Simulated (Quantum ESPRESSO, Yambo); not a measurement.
Planning a run of Yambo 5.3.0 on CdSe (F-43m). The input:

```
optics
chi
dipoles
Chimod= "HARTREE"
% QpntsRXd
 1 | 4 |
%
% BndsRnXd
 1 | 75 |
%
NGsBlkXd= 3 Ry
% EnRngeXd
 0 | 30 | eV
%
% DmRngeXd
 0.2 | 0.2 | eV
%
ETStpsXd= 301
% LongDrXd
 1 | 0 | 0 |
%
```

```sh
OMP_NUM_THREADS=1 mpirun -n 8 yambo -F optics1.in -J optics1 -C optics1 > optics1.log
```

The stored states that it reads are on a 4×4×4 mesh. It takes space group F-43m (No. 216, cubic). The conventional cell has a = 6.141 Å, b = 6.141 Å, c = 6.141 Å, α = 90.00°, β = 90.00°, γ = 90.00°. Nearest to Cd lie 4 Se at 2.66 Å. Se has 4 Cd at 2.66 Å nearest. Farther neighbours and most contacts between anions are not listed.

Estimate wall time and host memory on 8 MPI ranks of Arm Neoverse V2, shared host.

It took 23 s; on shared hardware allow 11 s to 46 s. Peak host memory was 3.2 GiB.

[Paths, hosts, dates, memory and timing lines, banners, echoed tables and standing remarks are left out of the program output.]

[Logs are printed without paths, hosts, clocks, repeated set-up lines and the standing remarks that a program may print on its own settings, such as how far it seeks lower states.]

[Runs of the session that timed out or met a known fault of the program may be left out.]

[Hosts, paths, dates, database ids (printed as entryN), source tags and the programs' standing remarks are cut or masked in the printed files.]
